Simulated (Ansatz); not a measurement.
Ti3Ni under changes of volume

One of the cells (15.235 Å³/atom); the others are scaled copies at fixed shape and fractional positions:

```
Ni Ti
1.0
     3.93518    0.00000    0.00000
     0.00000    3.93518    0.00000
     0.00000    0.00000    3.93518
Ni Ti
1 3
Direct
  0.00000 0.00000 0.00000
  0.50000 0.50000 0.00000
  0.50000 0.00000 0.50000
  0.00000 0.50000 0.50000
```

The cell comes from a database or a generator and needn't be the stable form of this composition.

* Program: Ansatz 0.2.0
* Functional: r2SCAN
* Potentials or basis: Ansatz PAW
* Cutoff: 500 eV (not typed: the program's choice for these potentials)
* k mesh: 7 × 7 × 7
* Occupations: fermi-dirac, width 0.05 eV
* Spin: collinear spin, ferromagnetic start
* Starting moments: [1.0, 1.0, 1.0, 1.0] μB

```csv
volume (Å³/atom),energy over the lowest point (meV/atom),pressure (GPa),moment (μB per cell)
14.321,16.42,7.5,0.00
14.625,5.41,4.2,0.00
14.930,0.37,1.2,0.00
15.235,0.00,-1.0,1.30
15.539,?,?,?
15.844,11.73,-5.3,1.84
16.149,23.67,-7.2,2.03
```

Q: What does the run at 15.539 Å³/atom give?

A: Energy over the lowest point 3.75 meV/atom; pressure -3.2 GPa; moment 1.64 μB per cell.

Worked out: A Birch-Murnaghan fit of order 3 (a polynomial in V^(-2/3)) to the other rows has its minimum at 15.11 Å³/atom with B0 = V·E''(V) = 120 GPa and B' = 4.0. It gives 3.87 meV/atom at 15.539 Å³/atom, against the run's 3.75, and -dE/dV = -3.2 GPa, against -3.2. The moment follows no smooth curve through the other rows.

Energies are extrapolated to zero smearing.

Caveats: the magnetic or orbital state may not be the lowest; the PAW data sets come from PBE, with cores solved anew for the run's functional, which leaves a small shift of forces and pressure; the starting moments weren't kept (some runs).
